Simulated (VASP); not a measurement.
A run of VASP 6.6.1 is set up as follows.

Contents of INCAR:

```
PREC     = Accurate       # precision mode
ENCUT    = 600            # plane-wave cutoff, eV
EDIFF    = 1E-7           # SCF threshold, eV
ISMEAR   = 1              # smearing method
SIGMA    = 0.1            # smearing width, eV
LREAL    = False          # projectors in reciprocal space
LASPH    = True           # aspherical terms in the spheres
NELM     = 80             # most SCF steps
ALGO     = Normal         # electronic algorithm
ISIF     = 3              # what is computed and relaxed
LWAVE    = False          # write WAVECAR
LCHARG   = False          # write CHGCAR
GGA      = PE             # functional
IBRION   = 2              # ionic algorithm
NSW      = 90             # ionic steps
EDIFFG   = -0.005         # ionic threshold
```

Contents of KPOINTS:

```
Automatic mesh
0
Gamma
  12 12 12
```

The input POSCAR:

```
Al2Pt                                   
1.0
   -0.0000000000      2.9719615527      2.9719615527
    2.9719615527     -0.0000000000      2.9719615527
    2.9719615527      2.9719615527     -0.0000000000
  Al              Pt            
     2     1
Direct
     0.2500000000000000    0.2500000000000000    0.2500000000000000
     0.7500000000000000    0.7500000000000000    0.7500000000000000
     0.0000000000000000    0.0000000000000000    0.0000000000000000
```

Potentials or basis: VASP PAW PBE potentials, release 64 (Al, Pt).

Command:

```console
$ cat potpaw_PBE.64/Al/POTCAR potpaw_PBE.64/Pt/POTCAR > POTCAR
$ mpirun -np 1 vasp_std > vasp.out
```

(1) Estimate the band gap on the k mesh.

Results:

(1) none (metal or under the smearing width).

Caveat: the relaxation stopped at its first step, so nothing moved.
